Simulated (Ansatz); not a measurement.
## BN: pressure against volume scale

All results are calculated (Ansatz 0.2.0). Periodic Kohn-Sham DFT of a crystal at fixed atoms, scaled to volume_scale times the given cell; pressure positive in compression, energy less spherical unpolarised free atoms, largest_vzz the field gradient of largest size among the nuclei.

The cell before it is scaled or strained (space group F-43m, No. 216):
```
CELL_PARAMETERS angstrom
0.00000 1.80750 1.80750
1.80750 0.00000 1.80750
1.80750 1.80750 0.00000
ATOMIC_POSITIONS crystal
B 0.00000 0.00000 0.00000
N 0.75000 0.75000 0.75000
```

Settings of every row: method frozen-core PAW; functional PBEsol; relativity scalar; k mesh 13x13x13; filling fermi-dirac; smearing width 0.03 eV; wave cutoff 420 eV; paw set soft_2.

Atom start moment: 0 on all atoms.

Limits: PAW files made with PBE.

```csv
row,volume scale,V (Å³/atom),pressure (GPa)
1,0.94,5.551,23.027
2,0.96,5.669,13.541
3,0.98,5.787,4.907
4,0.99,5.846,0.893
5,1,5.905,-2.946
6,1.01,5.964,-6.602
7,1.02,6.023,?
8,1.04,6.141,-16.604
9,1.06,6.26,-22.533
```

Question: what pressure should row 7 give?

Worked fit of pressure. Take u = (V_r/V)^(2/3) − 1 with V_r = 5.8755 Å³ an atom, which is twice the finite (Eulerian) strain; such expansions in the strain, on which the Birch-Murnaghan equation of state is built, carry the rest volume and the bulk modulus. The shown rows have u = 0.0386, 0.02414, 0.01017, 0.00336, -0.00333, -0.00992, -0.02903, -0.04138. Least squares give pressure = −1.0528 + 573.275 × u + 1307.04 × u² GPa; a straight line predicts inner rows, each left out in turn, worse (root mean square 0.68 against 0.0095 GPa). The rows lie off it by 0.004, -0.007, -0.006, 0.005, 0.001, 0.009, -0.011, 0.004 (root mean square 0.0066 GPa). The pressure vanishes at u = 0.0018, or V = 5.859 Å³ an atom, and there the bulk modulus at fixed shape and fractions is B = −V dP/dV = (2/3)(1 + u) dP/du = 386 GPa. The withheld row has u = -0.01639, so the fit gives −1.0528 + 573.275 × (-0.01639) + 1307.04 × (-0.01639)² = -10.098 GPa.

The calculation gave -10.095 GPa. The fit lies 0.003 GPa (0.0066 % of the column's range) below it; its largest miss of a shown row is 0.011 GPa.
